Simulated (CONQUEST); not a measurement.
Crystal: HgTe (Coloradoite).

```
Hg Te
1.0
     4.54599    0.00000    0.00000
     0.00000    4.54599    0.00000
     0.00000    0.00000    6.42900
Hg Te
2 2
Direct
  0.49584 0.49711 0.50026
  0.99584 0.99711 0.00026
  0.49970 0.99823 0.75049
  0.99970 0.49823 0.25049
```

The cell isn't the ideal one: atoms moved at random, drawn with an rms of 0.05 Å.

Base run:

```yaml
Program: CONQUEST 1.3
Functional: PBE
Potentials_or_basis: PseudoDojo NC PBE, DZ, grid cutoff 120 Ha
k_mesh: 6 × 6 × 4
Occupations: fermi-dirac, width 0.05 eV
Spin: no spin polarisation
```

Its results: band gap on the k mesh none (metal or under the smearing width); pressure 8.4 GPa; largest force 0.111 eV/Å.

Task: The run is repeated on the same cell with these changes: potentials or basis from PseudoDojo NC PBE, DZ, grid cutoff 120 Ha to PseudoDojo NC PBE, DZP, multi-site functions of range 12 bohr, grid cutoff 120 Ha. What comes out?

Result: Band gap on the k mesh none (metal or under the smearing width); pressure 6.1 GPa; largest force 0.099 eV/Å.

Caveats: the basis of atomic orbitals isn't converged, which shifts pressures, moduli and gaps; the atomic basis is small (some runs); multi-site functions contract the basis, which raises the energy a little and makes forces and stress less exact (some runs).
